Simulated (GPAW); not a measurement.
# BP (F-43m) in GPAW: single point with PBE

Aim: the single point of BP with PBE.

Program: GPAW 26.7.0. These are calculated values, not measurements. Logs are shortened: lines on timing, memory, paths and dates and some standing lists are left out, and cuts for length are marked. The log counts tension as positive stress, the text compression.

## (1) Starting point

It takes space group F-43m (No. 216, cubic). The conventional cell has a = 4.538 Å, b = 4.538 Å, c = 4.538 Å, α = 90.00°, β = 90.00°, γ = 90.00°. P (site symmetry -43m) has 4 B at 1.97 Å as nearest neighbours. Around B (site symmetry -43m) lie 4 P at 1.97 Å.

## (2) Single point, PBE

Contents of run.py:

```python
from ase import Atoms
from ase.dft.bandgap import bandgap
from ase.io import write
from ase.units import GPa
from gpaw import GPAW, PW

atoms = Atoms(['P', 'B'],
              cell=[[0.0, 2.269, 2.269],
                    [2.269, 0.0, 2.269],
                    [2.269, 2.269, 0.0]],
              scaled_positions=[[0.75, 0.75, 0.75],
                                [0.0, 0.0, 0.0]],
              pbc=True)

calc = GPAW(mode=PW(800),
            xc='PBE',
            kpts={'size': (10, 10, 10), 'gamma': True},
            occupations={'name': 'methfessel-paxton', 'order': 0, 'width': 0.012},
            nbands=11,
            convergence={'density': 1e-05, 'energy': 1e-05},
            maxiter=150,
            txt='gpaw.txt')
atoms.calc = calc
energy = atoms.get_potential_energy()
forces = atoms.get_forces()
stress = atoms.get_stress()
calc.write('gs.gpw')
write('result.traj', atoms)
print(f'Energy: {energy:.6f} eV')
print('Forces (eV/A):')
print(forces.round(4))
print('Stress (GPa):', (stress / GPa).round(3))
print('Fermi level:', round(calc.get_fermi_level(), 4), 'eV')
print(f'Gap: {bandgap(calc)[0]:.4f} eV, direct: {bandgap(calc, direct=True)[0]:.4f} eV')
```

Potentials or basis: GPAW PAW data sets (gpaw-data 1.2.1), pw.

The run is started by

```console
> OMP_NUM_THREADS=1 python run.py
```

gpaw.txt:

```text
__  _  _
 | _ |_)|_||  |
 |__||  | ||/\| - 26.7.0

Input parameters:
  mode=PW(ecut=800.0),
  convergence={'density': 1e-05, 'energy': 1e-05},
  kpts=MonkhorstPack(size=(10, 10, 10), gamma=True),
  maxiter=150,
  nbands=11,
  occupations=Occupations(name='methfessel-paxton', order=0, width=0.012),
  xc=XC(name='PBE')

Diagonalizing LCAO Hamiltonian
Converting LCAO to pw mode

                  P

       B

Atoms  # Å, Bohr magnetons
|   | symbol |        x |        y |        z |    initial magnetic moments |
|---|--------|----------|----------|----------|-----------------------------|
| 0 |      P | 3.403500 | 3.403500 | 3.403500 | ( 0.0000,  0.0000,  0.0000) |
| 1 |      B | 0.000000 | 0.000000 | 0.000000 | ( 0.0000,  0.0000,  0.0000) |

Unit cell  # Å
| periodic |        x |        y |        z |  lengths |    angles |
|----------|----------|----------|----------|----------|-----------|
|      yes | 0.000000 | 2.269000 | 2.269000 | 3.208851 | 60.000000 |
|      yes | 2.269000 | 0.000000 | 2.269000 | 3.208851 | 60.000000 |
|      yes | 2.269000 | 2.269000 | 0.000000 | 3.208851 | 60.000000 |

Number of symmetries: 24
Symmetry operations  # r_c * U_cc + t_c -> r_c
|    | kind |            matrix            |
|----|------|------------------------------|
|  0 |  E   |  1, 0, 0,  0, 1, 0,  0, 0, 1 |
|  1 |  σ   |  1, 0, 0,  0, 0, 1,  0, 1, 0 |
|  2 |  σ   |  1, 0,-1,  0, 1,-1,  0, 0,-1 |
|  3 |  C3  |  1, 0,-1,  0, 0,-1,  0, 1,-1 |
|  4 |  C3  |  1,-1, 0,  0,-1, 1,  0,-1, 0 |
|  5 |  σ   |  1,-1, 0,  0,-1, 0,  0,-1, 1 |
|  6 |  σ   |  0, 1, 0,  1, 0, 0,  0, 0, 1 |
|  7 |  C3  |  0, 1, 0,  0, 0, 1,  1, 0, 0 |
|  8 |  C2  |  0, 1,-1,  1, 0,-1,  0, 0,-1 |
|  9 |  S4  |  0, 1,-1,  0, 0,-1,  1, 0,-1 |
| 10 |  C3  |  0, 0, 1,  1, 0, 0,  0, 1, 0 |
| 11 |  σ   |  0, 0, 1,  0, 1, 0,  1, 0, 0 |
| 12 |  S4  |  0, 0,-1,  1, 0,-1,  0, 1,-1 |
| 13 |  C3  |  0, 0,-1,  0, 1,-1,  1, 0,-1 |
| 14 |  S4  |  0,-1, 1,  1,-1, 0,  0,-1, 0 |
| 15 |  C2  |  0,-1, 1,  0,-1, 0,  1,-1, 0 |
| 16 |  C3  |  0,-1, 0,  1,-1, 0,  0,-1, 1 |
| 17 |  S4  |  0,-1, 0,  0,-1, 1,  1,-1, 0 |
| 18 |  S4  | -1, 1, 0, -1, 0, 1, -1, 0, 0 |
| 19 |  C3  | -1, 1, 0, -1, 0, 0, -1, 0, 1 |
| 20 |  C3  | -1, 0, 1, -1, 1, 0, -1, 0, 0 |
| 21 |  S4  | -1, 0, 1, -1, 0, 0, -1, 1, 0 |
| 22 |  σ   | -1, 0, 0, -1, 1, 0, -1, 0, 1 |
| 23 |  C2  | -1, 0, 0, -1, 0, 1, -1, 1, 0 |

BZ-sampling:
  Number of BZ points: 1000
  Number of IBZ points: 47

  Monkhorst-Pack size: [10, 10, 10]
  Monkhorst-Pack shift: [0.05, 0.05, 0.05]

K-points  # in reciprocal-cell coordinates
|     |                                coordinates |     weight |
|-----|--------------------------------------------|------------|
|   0 | (  0.00000000,   0.00000000,   0.00000000) | 0.00100000 |
|   1 | (  0.10000000,   0.10000000,   0.00000000) | 0.00600000 |
|   2 | (  0.10000000,   0.10000000,   0.10000000) | 0.00800000 |
|   3 | (  0.20000000,   0.10000000,   0.10000000) | 0.01200000 |
|   4 | (  0.20000000,   0.20000000,   0.00000000) | 0.00600000 |
|   5 | (  0.20000000,   0.20000000,   0.10000000) | 0.02400000 |
|   6 | (  0.20000000,   0.20000000,   0.20000000) | 0.00800000 |
|   7 | (  0.30000000,   0.20000000,   0.10000000) | 0.02400000 |
|   8 | (  0.30000000,   0.20000000,   0.20000000) | 0.02400000 |
|   9 | (  0.30000000,   0.30000000,   0.00000000) | 0.00600000 |
| ... |                                            |            |
|  46 | (  0.50000000,   0.50000000,   0.50000000) | 0.00400000 |

Plane wave coefficients: 1243
Cutoff: 800.0 eV

Spin-components: 1 (collinear spins)
Bands:           11
Projectors:      10
Spin-degeneracy: 2
Datatype:        complex128

Parallelization:
  kpt:    1
  domain: 1
  band:   1

Density:
  Valence electrons: 8.0
  Components: 1
  Grid points: [21 21 21]
  Charge: 0.0  # |e|

Potential:
  Grid points: [21 21 21]

species:
  P:
    name:    Phosphorus
    Z:       15.0
    valence: 5
    core:    10
    charge:  0.0  # [|e|]
    compensation charges:
      type: gauss
      rc: 0.30  # [Å]
      lmax: 2
    cutoffs:
      filter: 1.69  # [Å]
      core: 1.81  # [Å]
    projectors
    | kind |    occ | energy [eV] | rcut [Å] |
    |------|--------|-------------|----------|
    |   3s |  2.000 |     -13.968 |    0.953 |
    |   3p |  3.000 |      -5.506 |    0.953 |
    |    s |        |      13.244 |    0.953 |
    |    p |        |      21.705 |    0.953 |
    |    d |        |       0.000 |    0.953 |

    Using partial waves for P as LCAO basis

  B:
    name:    Boron
    Z:       5.0
    valence: 3
    core:    2
    charge:  0.0  # [|e|]
    compensation charges:
      type: gauss
      rc: 0.20  # [Å]
      lmax: 2
    cutoffs:
      filter: 1.14  # [Å]
      core: 1.38  # [Å]
    projectors
    | kind |    occ | energy [eV] | rcut [Å] |
    |------|--------|-------------|----------|
    |   2s |  2.000 |      -9.443 |    0.635 |
    |   2p |  1.000 |      -3.606 |    0.635 |
    |    s |        |      17.768 |    0.635 |
    |    p |        |      23.605 |    0.635 |
    |    d |        |       0.000 |    0.635 |

    Using partial waves for B as LCAO basis

Reference energy: -9972.403226  # eV

eigensolver:
  PPCG
  Converge bands: occupied
  niter=2

density mixing:
  MSR1-Mixer
  Pratt-step length: 0.05
  Maximum mixing coefficient: 0.75
  Old densities: 10
  SVD Regularization: 0.005
  Good broyden scale: 1.0
  Trust region scale: 1.0
  Backstep threshold: 4.0
  History deletion threshold: 6.0
  Fourier metric: weight=20.0, sigma=0.015

occupation numbers:
  Methfessel-Paxton:
    width: 0.0120  # eV
    order: 0

poisson solver:
  ecut: 6400.0  # eV

xc functional:
  name: PBE with 2 nearest neighbor stencil

convergence criteria:
- Maximum integral of absolute [dens]ity change: 1e-05 electrons / valence electron
- Maximum [total energy] change in last 3 cyles: 1e-05 eV / valence electron
- Maximum integral of absolute [eigenst]ate change: 4e-08 eV^2 / valence electron
maximum number of iterations: 150

SCF iterations
|iter     | |      energy | eigst |  dens |
|---------|-|-------------|-------|-------|
|iter:   1| |  -13.509247 | +0.12 |       |
|iter:   2| |  -13.397068 | -2.13 | -0.71 |
|iter:   3| |  -12.900160 | -1.48 | -0.74 |
|iter:   4| |  -12.894340 | -3.00 | -1.44 |
|iter:   5| |  -12.894424 | -4.06 | -1.95 |
|iter:   6| |  -12.894453 | -5.46 | -2.62 |
|iter:   7| |  -12.894454c| -7.18 | -3.73 |
|iter:   8| |  -12.894454c| -8.52c| -4.32 |
|iter:   9| |  -12.894454c| -9.50c| -5.65c|

Converged in 9 steps
Energy contributions relative to reference atoms: (reference = -9972.403226)

Energy contributions:
  Kinetic:          13.495294
  Coulomb:         -11.767841
  Zero:             -0.023694
  External:          0.000000
  Xc:              -14.598212
  Entropy:           0.000000
  Spinorbit:         0.000000
  ----------------------------
  Free energy:     -12.894454
  Extrapolated:    -12.894454

dipole moment: (-3.355125, -3.355125, -3.355125)  # |e|*Ang

Fermi level: 8.918
Eigenvalues  # (at kpt = [0.000, 0.000, 0.000])
| band index |      eig [eV] | occ [0-2] |
|------------|---------------|-----------|
|          0 |        -7.251 |     2.000 |
|          1 |         8.210 |     2.000 |
|          2 |         8.210 |     2.000 |
|          3 |         8.210 |     2.000 |
|          4 |        11.616 |     0.000 |
|          5 |        11.616 |     0.000 |
|          6 |        11.616 |     0.000 |
|          7 |        15.599 |     0.000 |
|          8 |        19.765 |     0.000 |
|          9 |        20.237 |     0.000 |
|         10 |        20.237 |     0.000 |

Gap: 1.244 eV
Transition (v -> c):
  (s=0, k=0, n=3, [0.00, 0.00, 0.00]) -> (s=0, k=24, n=4, [0.40, 0.40, 0.00])
Direct/indirect transitions are different
Direct gap: 3.405 eV
Transition at: (s=0, k=0, n=3, [0.00, 0.00, 0.00])

Forces  # eV/Ang
|       x |        y |        z |
|---------|----------|----------|
| 0.00000 | -0.00000 | -0.00000 |  # P    0
| 0.00000 |  0.00000 |  0.00000 |  # B    1

Stress tensor  # eV/Ang^3
|         x |         y |         z |
|-----------|-----------|-----------|
| -0.008593 | -0.000000 | -0.000000 |
| -0.000000 | -0.008593 | -0.000000 |
| -0.000000 | -0.000000 | -0.008593 |

# Writing to gs.gpw (mode='')
```

stdout:

```text
Energy: -12.894454 eV
Forces (eV/A):
[[ 0. -0. -0.]
 [ 0.  0.  0.]]
Stress (GPa): [-1.377 -1.377 -1.377 -0.    -0.    -0.   ]
Fermi level: 8.9178 eV
Gap: 1.2435 eV, direct: 3.4054 eV
```

It took 14 s on 1 thread of Arm Neoverse V1, shared host; peak memory 0.15 GiB.

Results:

| Quantity | Value |
| --- | --- |
| Free energy | -12.8945 eV |
| Pressure | 1.4 GPa |
| Band gap on the k mesh | 1.24 eV, indirect (least direct gap 3.41 eV) |
